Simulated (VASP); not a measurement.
# HgSe (F-43m) in VASP: a series of runs

Aim: see how the results for HgSe move with the level of theory and the settings. Levels: r2SCAN, PBE. Tasks: relaxation of cell and atoms.

All numbers are computed with VASP 6.6.1; they aren't measurements. Logs are shortened: lines on timing, memory, paths and dates and some standing lists are left out, and cuts for length are marked.

## (1) The structure

The structure is cubic, space group F-43m (No. 216). Conventional cell: a = 6.192 Å, b = 6.192 Å, c = 6.192 Å, α = 90.00°, β = 90.00°, γ = 90.00°. Hg (site symmetry -43m) has 4 Se at 2.68 Å as nearest neighbours. Se (site symmetry -43m) is surrounded by 4 Hg at 2.68 Å.

## (2) Relaxation of cell and atoms, r2SCAN

The input, INCAR:

```
PREC = Accurate
ENCUT = 600
EDIFF = 1E-7
ISMEAR = 0
SIGMA = 0.03
LREAL = F
LASPH = T
NELM = 80
ALGO = Normal
ISIF = 3
LWAVE = F
LCHARG = F
METAGGA = R2SCAN
LMIXTAU = T
IBRION = 2
NSW = 90
EDIFFG = -0.005
```

The input, KPOINTS:

```
Automatic mesh
0
Gamma
  10 10 10
```

The input, POSCAR:

```
HgSe                                    
1.0
   -0.0000000000      3.0961401572      3.0961401572
    3.0961401572     -0.0000000000      3.0961401572
    3.0961401572      3.0961401572     -0.0000000000
  Hg              Se            
     1     1
Direct
     0.0000000000000000    0.0000000000000000    0.0000000000000000
     0.2500000000000000    0.2500000000000000    0.2500000000000000
```

Potentials or basis: VASP PAW PBE potentials, release 64 (Hg, Se).

Started as:

```console
$ cat potpaw_PBE.64/Hg/POTCAR potpaw_PBE.64/Se/POTCAR > POTCAR
$ mpirun -np 1 vasp_std > vasp.out
```

OUTCAR:

```text
PREC = Accurate
   ENCUT = 600
   EDIFF = 1E-7
   ISMEAR = 0
   LREAL = F
   LASPH = T
   NELM = 80
   ISIF = 3
   METAGGA = R2SCAN
   IBRION = 2
   NSW = 90
   EDIFFG = -0.005

 ion  position               nearest neighbor table
   1  0.000  0.000  0.000-   2 2.68   2 2.68   2 2.68   2 2.68
   2  0.250  0.250  0.250-   1 2.68   1 2.68   1 2.68   1 2.68

  LATTYP: Found a face centered cubic cell.
 ALAT       =     6.1922803144

  Lattice vectors:

 A1 = (   0.0000000000,   3.0961401572,   3.0961401572)
 A2 = (   3.0961401572,   0.0000000000,   3.0961401572)
 A3 = (   3.0961401572,   3.0961401572,   0.0000000000)

Analysis of symmetry for initial positions (statically):
=====================================================================
 Subroutine PRICEL returns:
 Original cell was already a primitive cell.

 Routine SETGRP: Setting up the symmetry group for a
 face centered cubic supercell.

 Subroutine GETGRP returns: Found 24 space group operations
 (whereof 24 operations were pure point group operations)
 out of a pool of 48 trial point group operations.

The static configuration has the point symmetry T_d .

Analysis of symmetry for dynamics (positions and initial velocities):
=====================================================================
 Subroutine PRICEL returns:
 Original cell was already a primitive cell.

 Routine SETGRP: Setting up the symmetry group for a
 face centered cubic supercell.

 Subroutine GETGRP returns: Found 24 space group operations
 (whereof 24 operations were pure point group operations)
 out of a pool of 48 trial point group operations.

The dynamic configuration has the point symmetry T_d .

 Subroutine INISYM returns: Found 24 space group operations
 (whereof 24 operations are pure point group operations),
 and found     1 'primitive' translations

----------------------------------------------------------------------------------------

                                     Primitive cell

  volume of cell :      59.3597

  direct lattice vectors                    reciprocal lattice vectors
     0.000000000  3.096140157  3.096140157    -0.161491397  0.161491397  0.161491397
     3.096140157  0.000000000  3.096140157     0.161491397 -0.161491397  0.161491397
     3.096140157  3.096140157  0.000000000     0.161491397  0.161491397 -0.161491397

  length of vectors
     4.378603401  4.378603401  4.378603401     0.279711305  0.279711305  0.279711305

[... 86 lines left out ...]
   ISIF   =      3    stress and relaxation
   ISYM   =      2    0-nonsym 1-usesym 2-fastsym
   POTIM  = 0.5000    time-step for ionic-motion
   TEBEG  =    0.0;   TEEND  =   0.0 temperature during run
   PSTRESS=    0.0 pullay stress
   NELECT =      18.0000    total number of electrons
   NUPDOWN=      -1.0000    fix difference up-down
   EMIN   =  10.00;   EMAX   =-10.00  energy-range for DOS
   EFERMI =   0.00;   METHOD = LEGACY
   ISMEAR =     0;   SIGMA  =   0.03  broadening in eV -4-tet -1-fermi 0-gaus
   EFERMI_NEDOS =   21; number of points for ismear=-14 and -15
   IALGO  =     38    algorithm
   IMIX   =      4    mixing-type and parameters
     AMIX     =   0.40;   BMIX     =  1.00
     AMIX_MAG =   1.60;   BMIX_MAG =  1.00
  volume/ion in A,a.u.               =      29.68       200.29
  Fermi-wavevector in a.u.,A,eV,Ry     =   1.099854  2.078423 16.458681  1.209679
  Thomas-Fermi vector in A             =   2.236256
   LORBIT       =      0    0 simple, 1 ext, 2 COOP (PROOUT), +10 PAW based schemes
   METAGGA = R2SCAN    functional components
   LHFCALC =     F    Hartree Fock is set to
   AEXX    =    0.0000 exact exchange contribution
   IVDW    =     0    specifies the selected vdW correction
   LEPSILON=     F    determine dielectric tensor
   LRPA    =     F    only Hartree local field effects (RPA)
 conjugate gradient relaxation of ions
 non-spin polarized calculation
 Gauss-broadening in eV      SIGMA  =   0.03
  energy-cutoff  :      600.00
  volume of cell :       59.36
 maximum number of plane-waves:      2006
   NGX = 17   NGY = 17   NGZ = 17

 number of electron      18.0000001 magnetization

 Free energy of the ion-electron system (eV)
  ---------------------------------------------------
  ext. energy  EPLUGINS =         0.00000000
  ---------------------------------------------------
  free energy    TOTEN  =       -64.15005759 eV

  energy without entropy =      -64.15001131  energy(sigma->0) =      -64.15003445

 E-fermi :   0.9606     XC(G=0):  -9.3852

 val. band max:        0.9514805912   @ k =   0.0000   0.0000   0.0000
 cond. band min:       1.5405668204   @ k =   0.1000   0.0000   0.0000
 fundamental gap:      0.5890862293
 Fermi energy:         0.9606174983

 k-point     1 :       0.0000    0.0000    0.0000
  band No.  band energies     occupation
      1     -12.6178      2.00000
      2      -6.1515      2.00000
      3      -6.1515      2.00000
      4      -6.1515      2.00000
      5      -5.4512      2.00000
      6      -5.4512      2.00000
      7       0.2437      2.00000
      8       0.9515      1.33334
      9       0.9515      1.33334
     10       0.9515      1.33333
     11       6.9527      0.00000
     12       6.9527      0.00000
     13       6.9527      0.00000
[... 354 lines left out ...]
  band No.  band energies     occupation
      1     -12.1572      2.00000
      2      -5.9729      2.00000
      3      -5.8102      2.00000
      4      -5.7803      2.00000
      5      -5.3883      2.00000
      6      -5.3754      2.00000
      7      -3.2037      2.00000
      8      -0.8988      2.00000
      9      -0.7445      2.00000
     10       3.8956      0.00000
     11       4.8370      0.00000
     12       8.6547      0.00000
     13       9.6294      0.00000

 [... further k-points ...]
[... 5 lines left out ...]
  --------------------------------------------------------------------------------------
  -------------------------------------------------------------------------------------
  Total        0.0047734      0.0047734      0.0047734      0.0000000      0.0000000     -0.0000000
  in kB        0.1288386      0.1288386      0.1288386      0.0000000      0.0000000     -0.0000000
  external PRESSURE =       0.1288386 kB  Pullay stress =       0.0000000 kB

 VOLUME and BASIS-vectors are now :
 -----------------------------------------------------------------------------
  energy-cutoff  :      600.00
  volume of cell :       59.36
      direct lattice vectors                 reciprocal lattice vectors
     0.000000000  3.096140157  3.096140157    -0.161491397  0.161491397  0.161491397
     3.096140157  0.000000000  3.096140157     0.161491397 -0.161491397  0.161491397
     3.096140157  3.096140157  0.000000000     0.161491397  0.161491397 -0.161491397

 POSITION                                       TOTAL-FORCE (eV/Angst)
 -----------------------------------------------------------------------------------
      0.00000      0.00000      0.00000         0.000000      0.000000      0.000000
      1.54807      1.54807      1.54807        -0.000000     -0.000000     -0.000000
 -----------------------------------------------------------------------------------
    total drift:                                0.000000      0.000000      0.000000

  FREE ENERGIE OF THE ION-ELECTRON SYSTEM (eV)
  ---------------------------------------------------
  free  energy   TOTEN  =       -64.1500575862 eV

  energy  without entropy=      -64.1500113062  energy(sigma->0) =      -64.15003445

 reached required accuracy - stopping structural energy minimisation
```

CONTCAR:

```text
HgSe
   1.00000000000000
     0.0000000000000000    3.0961401571999998    3.0961401571999998
     3.0961401571999998    0.0000000000000000    3.0961401571999998
     3.0961401571999998    3.0961401571999998    0.0000000000000000
  Hg              Se
     1     1
Direct
     0.0000000000000000    0.0000000000000000    0.0000000000000000
     0.2500000000000000    0.2500000000000000    0.2500000000000000

  0.00000000E+00  0.00000000E+00  0.00000000E+00
  0.00000000E+00  0.00000000E+00  0.00000000E+00
```

It took 2.6 min on 1 thread of AMD EPYC 9R45 (Zen 5), shared host; peak memory 0.2 GiB.

What came out:

```yaml
Free_energy: -64.1501 eV
Pressure_after_relaxing: 0.0 GPa
Band_gap_on_the_k_mesh: none (metal or under the smearing width)
```

Final structure:
```cif
data_structure
_symmetry_space_group_name_H-M 'P 1'
_symmetry_Int_Tables_number 1
_cell_length_a 4.3786
_cell_length_b 4.3786
_cell_length_c 4.3786
_cell_angle_alpha 60.000
_cell_angle_beta 60.000
_cell_angle_gamma 60.000
_cell_volume 59.36
loop_
_atom_site_label
_atom_site_type_symbol
_atom_site_fract_x
_atom_site_fract_y
_atom_site_fract_z
_atom_site_occupancy
Hg1 Hg 0.00000 0.00000 0.00000 1
Se1 Se 0.25000 0.25000 0.25000 1
```

Caveat: the relaxation stopped at its first step, so nothing moved; the PAW data sets were made with another functional, which shifts forces and pressure a little. Spin-orbit coupling is left out, which matters for the levels of Hg.

## (3) Relaxation of cell and atoms, PBE

This run uses another cell than the first one, of 28.07 Å³/atom, 0.946 times its volume.

The input, INCAR:

```
SYSTEM = HgSe
ALGO     = Normal         ! electronic algorithm
EDIFF    = 1E-6           ! SCF threshold, eV
EDIFFG   = -0.01          ! ionic threshold
ENCUT    = 600            ! plane-wave cutoff, eV
GGA      = PE             ! functional
IBRION   = 2              ! ionic algorithm
ISIF     = 3              ! what is computed and relaxed
ISMEAR   = 0              ! smearing method
LASPH    = .TRUE.         ! aspherical terms in the spheres
LCHARG   = .FALSE.        ! write CHGCAR
LREAL    = .FALSE.        ! projectors in reciprocal space
LWAVE    = .FALSE.        ! write WAVECAR
NELM     = 80             ! most SCF steps
NSW      = 90             ! ionic steps
PREC     = Accurate       ! precision mode
SIGMA    = 0.03           ! smearing width, eV
```

The input, KPOINTS:

```
k-points
0
G
  10 10 10
  0 0 0
```

The input, POSCAR:

```
HgSe
1.0
    0.0000000000      3.0390000000      3.0390000000
    3.0390000000      0.0000000000      3.0390000000
    3.0390000000      3.0390000000      0.0000000000
Hg Se
1 1
Direct
    0.0000000000      0.0000000000      0.0000000000
    0.2500000000      0.2500000000      0.2500000000
```

Potentials or basis: VASP PAW PBE potentials, release 64 (Hg, Se).

Started as:

```console
$ cat potpaw_PBE.64/Hg/POTCAR potpaw_PBE.64/Se/POTCAR > POTCAR
$ mpirun -np 1 vasp_std > vasp.out
```

OUTCAR:

```text
SYSTEM = HgSe
   EDIFF = 1E-6
   EDIFFG = -0.01
   ENCUT = 600
   GGA = PE
   IBRION = 2
   ISIF = 3
   ISMEAR = 0
   LASPH = .TRUE.
   LREAL = .FALSE.
   NELM = 80
   NSW = 90
   PREC = Accurate

 ion  position               nearest neighbor table
   1  0.000  0.000  0.000-   2 2.63   2 2.63   2 2.63   2 2.63
   2  0.250  0.250  0.250-   1 2.63   1 2.63   1 2.63   1 2.63

  LATTYP: Found a face centered cubic cell.
 ALAT       =     6.0780000000

  Lattice vectors:

 A1 = (   0.0000000000,   3.0390000000,   3.0390000000)
 A2 = (   3.0390000000,   0.0000000000,   3.0390000000)
 A3 = (   3.0390000000,   3.0390000000,   0.0000000000)

Analysis of symmetry for initial positions (statically):
=====================================================================
 Subroutine PRICEL returns:
 Original cell was already a primitive cell.

 Routine SETGRP: Setting up the symmetry group for a
 face centered cubic supercell.

 Subroutine GETGRP returns: Found 24 space group operations
 (whereof 24 operations were pure point group operations)
 out of a pool of 48 trial point group operations.

The static configuration has the point symmetry T_d .

Analysis of symmetry for dynamics (positions and initial velocities):
=====================================================================
 Subroutine PRICEL returns:
 Original cell was already a primitive cell.

 Routine SETGRP: Setting up the symmetry group for a
[... 233 lines left out ...]
  ext. energy  EPLUGINS =         0.00000000
  ---------------------------------------------------
  free energy    TOTEN  =        -4.08845566 eV

  energy without entropy =       -4.08840937  energy(sigma->0) =       -4.08843251

 E-fermi :   0.9260     XC(G=0):  -8.6276

 val. band max:        0.9168609958   @ k =   0.0000   0.0000   0.0000
 cond. band min:       1.3312146114   @ k =   0.1000   0.0000   0.0000
 fundamental gap:      0.4143536156
 Fermi energy:         0.9259991033

 k-point     1 :       0.0000    0.0000    0.0000
  band No.  band energies     occupation
      1     -11.9461      2.00000
      2      -5.7490      2.00000
      3      -5.7490      2.00000
      4      -5.7490      2.00000
      5      -5.1514      2.00000
      6      -5.1514      2.00000
      7      -0.1317      2.00000
      8       0.9169      1.33337
      9       0.9169      1.33337
     10       0.9169      1.33337
     11       6.5097      0.00000
     12       6.5097      0.00000
     13       6.5097      0.00000
[... 354 lines left out ...]
  band No.  band energies     occupation
      1     -11.5401      2.00000
      2      -5.5907      2.00000
      3      -5.4519      2.00000
      4      -5.4262      2.00000
      5      -5.0933      2.00000
      6      -5.0847      2.00000
      7      -3.0771      2.00000
      8      -0.7654      2.00000
      9      -0.6202      2.00000
     10       3.5234      0.00000
     11       4.5605      0.00000
     12       8.2017      0.00000
     13       8.9750      0.00000

 [... further k-points ...]

------------------------ aborting loop because EDIFF is reached ----------------------------------------

  FORCE on cell =-STRESS in cart. coord.  units (eV):
  Direction    XX          YY          ZZ          XY          YZ          ZX
  --------------------------------------------------------------------------------------
  -------------------------------------------------------------------------------------
  Total        0.0077654      0.0077654      0.0077654      0.0000000      0.0000000     -0.0000000
  in kB        0.2020177      0.2020177      0.2020177      0.0000000      0.0000000     -0.0000000
  external PRESSURE =       0.2020177 kB  Pullay stress =       0.0000000 kB
[... 17 lines left out ...]
  FREE ENERGIE OF THE ION-ELECTRON SYSTEM (eV)
  ---------------------------------------------------
  free  energy   TOTEN  =        -4.0884556580 eV

  energy  without entropy=       -4.0884093696  energy(sigma->0) =       -4.08843251

 reached required accuracy - stopping structural energy minimisation
```

OSZICAR:

```text
N       E                     dE             d eps       ncg     rms          rms(c)
DAV:   1     0.121006721852E+03    0.12101E+03   -0.93676E+03  1238   0.138E+03
[... 27 lines left out ...]
DAV:   3    -0.408976746197E+01    0.15834E-01   -0.53594E-02  1247   0.230E+00    0.938E-01
DAV:   4    -0.408858204141E+01    0.11854E-02   -0.40089E-03  1287   0.684E-01    0.888E-02
DAV:   5    -0.408843887243E+01    0.14317E-03   -0.11512E-03  1317   0.504E-01    0.114E-01
DAV:   6    -0.408845131136E+01   -0.12439E-04   -0.14913E-04  1357   0.160E-01    0.167E-02
DAV:   7    -0.408845255805E+01   -0.12467E-05   -0.19717E-06  1083   0.189E-02    0.126E-02
DAV:   8    -0.408845564264E+01   -0.30846E-05   -0.38019E-06  1317   0.146E-02    0.238E-03
DAV:   9    -0.408845565801E+01   -0.15374E-07   -0.51753E-08   736   0.160E-03
   3 F= -.40884557E+01 E0= -.40884325E+01  d E =-.785450E-01
```

CONTCAR:

```text
HgSe
   1.00000000000000
     0.0000000000000000    3.1343864752554103    3.1343864752554103
     3.1343864752554103    0.0000000000000000    3.1343864752554103
     3.1343864752554103    3.1343864752554103    0.0000000000000000
  Hg              Se
     1     1
Direct
     0.0000000000000000    0.0000000000000000    0.0000000000000000
     0.2500000000000000    0.2500000000000000    0.2500000000000000

  0.00000000E+00  0.00000000E+00  0.00000000E+00
  0.00000000E+00  0.00000000E+00  0.00000000E+00
```

Run time: 2.7 min. Hardware: 1 thread of AMD EPYC 7R43 (Zen 3), shared host; peak memory 0.2 GiB.

What came out:

* Free energy: -4.0885 eV
* Relaxed volume: 30.79 Å³/atom
* Relaxed cell: a = 4.433 Å, b = 4.433 Å, c = 4.433 Å, α = 60.00°, β = 60.00°, γ = 60.00°
* Space group after relaxing (to 0.05 Å): F-43m (No. 216)
* Energy gained by relaxing: 39.3 meV/atom
* Ionic steps: 3
* Pressure after relaxing: 0.0 GPa
* Band gap on the k mesh: none (metal or under the smearing width)

The path:
```
step  energy change (eV)  largest force (eV/Å)  pressure (GPa)  volume (Å³)
   1              0.0000                0.0000            5.06        56.13
   2             -0.0702                0.0000           -1.26        63.64
   3             -0.0785                0.0000            0.02        61.59
```

Final structure:
```
CELL_PARAMETERS angstrom
0.00000 3.13439 3.13439
3.13439 0.00000 3.13439
3.13439 3.13439 0.00000
ATOMIC_POSITIONS crystal
Hg 0.00000 0.00000 0.00000
Se 0.25000 0.25000 0.25000
```

Spin-orbit coupling is left out, which matters for the levels of Hg. PBE usually gives volumes a little too large and moduli too small.

## (4) Relaxation of cell and atoms, PBE

This run uses another cell than the first one, of 30.79 Å³/atom, 1.038 times its volume.

Edit INCAR of step 3 so:

```diff
@@ -2,4 +2,4 @@
 ALGO     = Normal         ! electronic algorithm
-EDIFF    = 1E-6           ! SCF threshold, eV
-EDIFFG   = -0.01          ! ionic threshold
+EDIFF    = 1E-7           ! SCF threshold, eV
+EDIFFG   = -0.005         ! ionic threshold
 ENCUT    = 600            ! plane-wave cutoff, eV
```

KPOINTS is that of step 3.

The input, POSCAR:

```
HgSe                                    
1.0
    0.0000000000      3.1343864753      3.1343864753
    3.1343864753      0.0000000000      3.1343864753
    3.1343864753      3.1343864753      0.0000000000
  Hg              Se            
     1     1
Direct
     0.0000000000000000    0.0000000000000000    0.0000000000000000
     0.2500000000000000    0.2500000000000000    0.2500000000000000
```

Started as:

```console
$ cat potpaw_PBE.64/Hg/POTCAR potpaw_PBE.64/Se/POTCAR > POTCAR
$ mpirun -np 1 vasp_std > vasp.out
```

Run time: 92 s. Hardware: 1 thread of AMD EPYC 7R43 (Zen 3), shared host; peak memory 0.19 GiB.

The run converged. Its results:

```yaml
Free_energy: -4.0892 eV
Relaxed_volume: 30.83 Å³/atom
Relaxed_cell: a = 4.434 Å, b = 4.434 Å, c = 4.434 Å, α = 60.00°, β = 60.00°, γ = 60.00°
Space_group_after_relaxing_to_0.05_Å: F-43m (No. 216)
Energy_gained_by_relaxing: 0.0 meV/atom
Ionic_steps: 2
Pressure_after_relaxing: 0.0 GPa
Band_gap_on_the_k_mesh: none (metal or under the smearing width)
```

Final structure:
```xyz
2
Lattice="0.0000 3.1355 3.1355 3.1355 0.0000 3.1355 3.1355 3.1355 0.0000" Properties=species:S:1:pos:R:3 pbc="T T T"
Hg    6.2710    3.1355    3.1355
Se    1.5678    1.5678    1.5678
```

Levels at points of the mesh, in eV from the Fermi level:
| k point | band 7 | band 8 | band 9 | band 10 | band 11 | band 12 |
| --- | --- | --- | --- | --- | --- | --- |
| (0.00, 0.00, 0.00) | -1.06 | -0.01 | -0.01 | -0.01 | 5.58 | 5.58 |
| (0.50, 0.00, 0.00) | -4.91 | -0.82 | -0.82 | 1.09 | 6.28 | 6.28 |
| (0.50, 0.50, 0.00) | -4.66 | -1.94 | -1.94 | 2.67 | 3.20 | 8.26 |

Spin-orbit coupling is left out, which matters for the levels of Hg.
